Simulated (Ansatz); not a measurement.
Method: Ansatz, DFT PBE, scalar-relativistic, plane waves, PAW. Settings: cutoff 420 eV, Γ-centred meshes spaced at most about 0.3 Å⁻¹, and about 0.25 Å⁻¹ or finer for metals (2π included), Gaussian smearing. Cells run with spin keep no moment; the others have no spin polarisation.

Temperature and zero-point effects are left out.

**Question.** Which of these relaxed structures of Ti4Se is the lowest in energy?
A.

Space group Pm-3m (No. 221). a = 4.649 Å, b = 4.649 Å, c = 4.649 Å, α = 90.00°, β = 90.00°, γ = 90.00°
| atom | site | symmetry | x | y | z |
| --- | --- | --- | --- | --- | --- |
| Ti | 3d | 4/mm.m | 0.5000 | 0.0000 | 0.0000 |
| Ti | 1b | m-3m | 0.5000 | 0.5000 | 0.5000 |
| Se | 1a | m-3m | 0.0000 | 0.0000 | 0.0000 |

B.

Space group I-42m (No. 121). a = 5.406 Å, b = 5.406 Å, c = 6.104 Å, α = 90.00°, β = 90.00°, γ = 90.00°
```tsv
atom	site	symmetry	x	y	z
Ti	8i	..m	0.1936	0.1936	0.8533
Se	2b	-42m	0.0000	0.0000	0.5000
```

**Answer.** B. The other, A, lies 0.44 eV/atom higher. Counting Ti atoms around Se (those within 1.25 times the shortest such distance or 1.15 times the sum of covalent radii): B has Se 8; A has Se 6. Both come from invented guesses.

Cells relaxed within their symmetry can be saddle points. Some structure types and database cells were kept out of the candidates from the start, so a known form may be missing.
